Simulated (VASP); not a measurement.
TiTe2: single point with PBE+D3(BJ)

The system is TiTe2.

```
CELL_PARAMETERS angstrom
3.70193 0.00000 0.00000
-1.85097 3.20597 0.00000
0.00000 0.00000 6.34700
ATOMIC_POSITIONS crystal
Ti 0.00000 0.00000 0.00000
Te 0.66667 0.33333 0.27210
Te 0.33333 0.66667 0.72790
```

```yaml
Program: VASP 6.6.1
Task: single point
Functional: PBE
Dispersion: D3(BJ)
Potentials_or_basis: VASP PAW PBE potentials, release 64 (Ti_sv, Te)
Cutoff: 520 eV
k_mesh: 12 × 12 × 9
Occupations: methfessel-paxton, width 0.1 eV
Spin: no spin polarisation
```

```json
{
  "Pressure": "0.0 GPa",
  "Band gap on the k mesh": "none (metal or under the smearing width)",
  "Dispersion energy per atom": "-0.524 eV"
}
```

Forces on the atoms (eV/Å):
```
Ti   0.000  0.000  0.000
Te   0.000  0.000  0.003
Te   0.000  0.000 -0.003
```

Stress tensor (GPa, compression positive):
```
-0.12  0.00  0.00
 0.00 -0.12  0.00
 0.00  0.00  0.29
```

Levels at points of the mesh, in eV from the Fermi level:
```csv
k point,band 8,band 9,band 10,band 11,band 12,band 13,band 14,band 15,band 16
"(0.00, 0.00, 0.00)",-1.64,-1.64,0.25,0.43,0.43,0.77,1.25,1.25,3.06
"(0.50, 0.00, 0.00)",-3.92,-2.97,-2.54,-1.74,-1.22,-0.05,1.26,1.62,2.41
```

Core levels (eV, on the scale of the bands):
| atom | levels |
| --- | --- |
| 1 Ti | 1s -4855.8, 2s -524.3, 2p -431.6 |
| 2 Te | 1s -31608.1, 2s -4835.7, 2p -4339.1, 3s -952.0, 3p -790.6, 3d -546.9, 4s -151.5, 4p -101.5, 4d -28.9 |
| 3 Te | 1s -31608.1, 2s -4835.7, 2p -4339.1, 3s -952.0, 3p -790.6, 3d -546.9, 4s -151.5, 4p -101.5, 4d -28.9 |

Run time: 4 min on 1 thread of Intel(R) Xeon(R) Platinum 8488C (Sapphire Rapids) (shared host), peak memory 0.33 GiB.

Spin-orbit coupling is left out, which matters for the levels of Te.
